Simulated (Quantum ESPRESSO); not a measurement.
# Ge in Quantum ESPRESSO: the effect of functional

Ge:

```
Ge
1.0
     0.00000    2.82891    2.82891
     2.82891    0.00000    2.82891
     2.82891    2.82891    0.00000
Ge
2
Direct
  0.75000 0.75000 0.75000
  0.50000 0.50000 0.50000
```

Alike in all runs:

```yaml
Program: Quantum ESPRESSO 7.5
Task: phonons
Cutoff: 1061 eV
Density_cutoff: 4245 eV
k_mesh: 8 × 8 × 8
Occupations: cold, width 0.2 eV
Spin: no spin polarisation
```

Each run relaxes the cell or the atoms first.

| functional | potentials or basis | relaxed volume (Å³/atom) | highest phonon frequency (cm⁻¹) |
| --- | --- | --- | --- |
| LDA | PseudoDojo 0.4.1 SR LDA standard | ? | ? |
| PBEsol | PseudoDojo 0.4.1 SR PBEsol standard | 22.82 | 281 |
| RPBE | PseudoDojo 0.4.1 SR PBE standard | 24.67 | 259 |
| WC | PseudoDojo 0.4.1 SR PBE standard | 22.85 | 279 |
| PW91 | PseudoDojo 0.4.1 SR PBE standard | 23.78 | 262 |
| vdW-DF-cx | PseudoDojo 0.4.1 SR PBE standard | 22.89 | 280 |

Problem. What does the run with functional LDA give?

Solution. Relaxed volume 22.16 Å³/atom; highest phonon frequency 290 cm⁻¹.

Caveats: the potentials were made for another functional, which shifts forces and pressure (some runs); before the sum rule the acoustic modes lie tens of cm⁻¹ from zero, a sign that the density grid also shifts the optical modes (some runs).

Runs at the PBE level aren't shown here.
